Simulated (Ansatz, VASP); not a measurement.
**SiC: VASP beside Ansatz**

```
Si C
1.0
     0.00000    2.07617    2.17400
     2.17400    0.00000    2.17400
     2.17400    2.07617    0.00000
Si C
1 1
Direct
  0.00000 0.00000 0.00000
  0.75000 0.75000 0.75000
```

Change from the starting cell: strain -0.0450 x Voigt [0, 1, 0, 0, 0, 0], atoms carried along.

Alike in both runs: task single point; functional PBE; k mesh 12 × 12 × 12; occupations gaussian, width 0.05 eV; no spin polarisation.

|  | VASP | Ansatz |
| --- | --- | --- |
| version | VASP 6.6.1 | Ansatz 0.2.0 |
| potentials or method | VASP PAW PBE potentials, release 64 (Si, C) | scalar-relativistic, plane waves, PAW |
| plane-wave cutoff (eV) | 520 | 420 |
| valence electrons in the cell | 8 | 8 |

VASP gave:

```
gap on the k mesh at the Fermi level (eV)       : 0.83
least direct gap on the mesh (eV)               : 4.54
pressure (GPa)                                  : 16.2
largest component of the traceless stress (GPa) : 7.11
```

Task: What did Ansatz give for the same quantities?

Result: gap on the k mesh at the Fermi level (eV): 0.83; least direct gap on the mesh (eV): 4.54; pressure (GPa): 16.3; largest component of the traceless stress (GPa): 7.08.

With one functional, cell and mesh, what is left measures potentials, basis and numerics.

Caveats: so large a pressure means that the cell lies far from this level's equilibrium, or that cutoff or potentials fall short (VASP). A k mesh can miss the band edges.
